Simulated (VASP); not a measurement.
Set up this calculation in VASP 6.6.1, as an ASE script.

```
Task                   : single point
Functional             : PBEsol
Dispersion             : D3
Potentials or basis    : VASP PAW PBE potentials, release 64 (Mo_sv)
Cutoff                 : 520 eV
Occupations            : fermi-dirac, width 0.1 eV
Spin                   : no spin polarisation
k-point spacing        : 0.2
Further INCAR settings : LREAL = Auto; ALGO = Normal; EDIFF = 1.00e-07
```

The structure of Mo lies in Mo.cif:

```cif
data_Mo
_cell_length_a 3.16761794
_cell_length_b 3.16761794
_cell_length_c 3.16761794
_cell_angle_alpha 90.00000000
_cell_angle_beta 90.00000000
_cell_angle_gamma 90.00000000
_space_group_name_H-M_alt 'Im-3m'
_space_group_name_Hall '-I 4 2 3'
_space_group_IT_number 229
loop_
_space_group_symop_operation_xyz
'x,y,z'
'-x,-y,-z'
'-y,x,z'
'y,-x,-z'
'-x,-y,z'
'x,y,-z'
'y,-x,z'
'-y,x,-z'
'x,-y,-z'
'-x,y,z'
'-y,-x,-z'
'y,x,z'
'-x,y,-z'
'x,-y,z'
'y,x,-z'
'-y,-x,z'
'z,x,y'
'-z,-x,-y'
'z,-y,x'
'-z,y,-x'
'z,-x,-y'
'-z,x,y'
'z,y,-x'
'-z,-y,x'
'-z,x,-y'
'z,-x,y'
'-z,-y,-x'
'z,y,x'
'-z,-x,y'
'z,x,-y'
'-z,y,x'
'z,-y,-x'
'y,z,x'
'-y,-z,-x'
'x,z,-y'
'-x,-z,y'
'-y,z,-x'
'y,-z,x'
'-x,z,y'
'x,-z,-y'
'-y,-z,x'
'y,z,-x'
'-x,-z,-y'
'x,z,y'
'y,-z,-x'
'-y,z,x'
'x,-z,y'
'-x,z,-y'
'x+1/2,y+1/2,z+1/2'
'-x+1/2,-y+1/2,-z+1/2'
'-y+1/2,x+1/2,z+1/2'
'y+1/2,-x+1/2,-z+1/2'
'-x+1/2,-y+1/2,z+1/2'
'x+1/2,y+1/2,-z+1/2'
'y+1/2,-x+1/2,z+1/2'
'-y+1/2,x+1/2,-z+1/2'
'x+1/2,-y+1/2,-z+1/2'
'-x+1/2,y+1/2,z+1/2'
'-y+1/2,-x+1/2,-z+1/2'
'y+1/2,x+1/2,z+1/2'
'-x+1/2,y+1/2,-z+1/2'
'x+1/2,-y+1/2,z+1/2'
'y+1/2,x+1/2,-z+1/2'
'-y+1/2,-x+1/2,z+1/2'
'z+1/2,x+1/2,y+1/2'
'-z+1/2,-x+1/2,-y+1/2'
'z+1/2,-y+1/2,x+1/2'
'-z+1/2,y+1/2,-x+1/2'
'z+1/2,-x+1/2,-y+1/2'
'-z+1/2,x+1/2,y+1/2'
'z+1/2,y+1/2,-x+1/2'
'-z+1/2,-y+1/2,x+1/2'
'-z+1/2,x+1/2,-y+1/2'
'z+1/2,-x+1/2,y+1/2'
'-z+1/2,-y+1/2,-x+1/2'
'z+1/2,y+1/2,x+1/2'
'-z+1/2,-x+1/2,y+1/2'
'z+1/2,x+1/2,-y+1/2'
'-z+1/2,y+1/2,x+1/2'
'z+1/2,-y+1/2,-x+1/2'
'y+1/2,z+1/2,x+1/2'
'-y+1/2,-z+1/2,-x+1/2'
'x+1/2,z+1/2,-y+1/2'
'-x+1/2,-z+1/2,y+1/2'
'-y+1/2,z+1/2,-x+1/2'
'y+1/2,-z+1/2,x+1/2'
'-x+1/2,z+1/2,y+1/2'
'x+1/2,-z+1/2,-y+1/2'
'-y+1/2,-z+1/2,x+1/2'
'y+1/2,z+1/2,-x+1/2'
'-x+1/2,-z+1/2,-y+1/2'
'x+1/2,z+1/2,y+1/2'
'y+1/2,-z+1/2,-x+1/2'
'-y+1/2,z+1/2,x+1/2'
'x+1/2,-z+1/2,y+1/2'
'-x+1/2,z+1/2,-y+1/2'
loop_
_atom_site_label
_atom_site_type_symbol
_atom_site_symmetry_multiplicity
_atom_site_Wyckoff_symbol
_atom_site_fract_x
_atom_site_fract_y
_atom_site_fract_z
_atom_site_occupancy
Mo1 Mo 2 a 0.0000000000 0.0000000000 0.0000000000 1
```

One way to write it, as run:

run.py

```python
from ase.calculators.vasp import Vasp
from ase.dft.bandgap import bandgap
from ase.io import read

atoms = read('Mo.cif', primitive_cell=True, subtrans_included=False)
calc = Vasp(
    directory='calc',
    xc='pbesol',
    pp='PBE',
    setups='recommended',
    prec='Accurate',
    encut=520,
    ediff=1e-07,
    ismear=-1,
    sigma=0.1,
    lreal='Auto',
    lasph=True,
    nelm=60,
    algo='Normal',
    isif=2,
    lwave=False,
    lcharg=False,
    ivdw=11,
    kspacing=0.2,
)
atoms.calc = calc

print('energy (eV):', atoms.get_potential_energy())
print('free energy (eV):', atoms.get_potential_energy(force_consistent=True))
print('forces (eV/A):')
print(atoms.get_forces())
print('stress (eV/A^3, Voigt):', atoms.get_stress())
print('Fermi level (eV):', calc.get_fermi_level())
gap, top, bottom = bandgap(calc)
print('band gap (eV):', gap, 'from (spin, k, band)', top, 'to', bottom)
```

Potentials or basis: VASP PAW PBE potentials, release 64 (Mo_sv).

The run is started by

```console
$ python run.py
```

Results of the run:

The pressure is -14.5 GPa, the band gap on the k mesh is none (metal or under the smearing width) and the dispersion energy per atom is -0.409 eV.

Caveat: the PAW data sets were made with another functional, which shifts forces and pressure a little; pairwise dispersion overbinds metals, which lowers pressure and volume.

It took 32 s on 1 thread of Intel(R) Xeon(R) Platinum 8488C (Sapphire Rapids), on a shared host, peak memory 0.14 GiB.
